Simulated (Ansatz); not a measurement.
**A sublattice moved along a line in KI**

Theory: Ansatz, DFT PBEsol, scalar-relativistic, plane waves, PAW. The runs took a 420 eV cutoff, a Γ-centred 6×6×6 mesh and Gaussian smearing (0.05 eV). Spin–orbit coupling is left out, which matters for the heavy elements here. No spin polarisation. Energies are free energies at this smearing, counted from the undisturbed cell; pressure is positive in compression.

The starting cell (as given, not relaxed at this level; it stands at -0.2 GPa):

```xyz
2
Lattice="0.0000 3.5246 3.5246 3.5246 0.0000 3.5246 3.5246 3.5246 0.0000" Properties=species:S:1:pos:R:3 pbc="T T T"
K     0.0000    0.0000    0.0000
I     3.5246    3.5246    3.5246
```

Every K atom is moved by x along the Cartesian unit vector (0.707, -0.707, 0.000); the cell and all other atoms stay fixed.

| x (Å) | ΔE (meV/cell) |
| --- | --- |
| -0.3000 | 45.9 |
| -0.1500 | 11.2 |
| 0.0000 | 0.0 |
| 0.0375 | 0.7 |
| 0.0750 | 2.8 |
| 0.1125 | 6.3 |
| 0.1875 | 17.6 |
| 0.2250 | 25.4 |
| 0.2625 | 34.9 |

Q: Predict the gap on the mesh (eV) at each point.

A:
```tsv
x (Å)	gap on the mesh (eV)
-0.3000	3.85
-0.1500	3.84
0.0000	3.83
0.0375	3.83
0.0750	3.83
0.1125	3.84
0.1875	3.84
0.2250	3.85
0.2625	3.85
```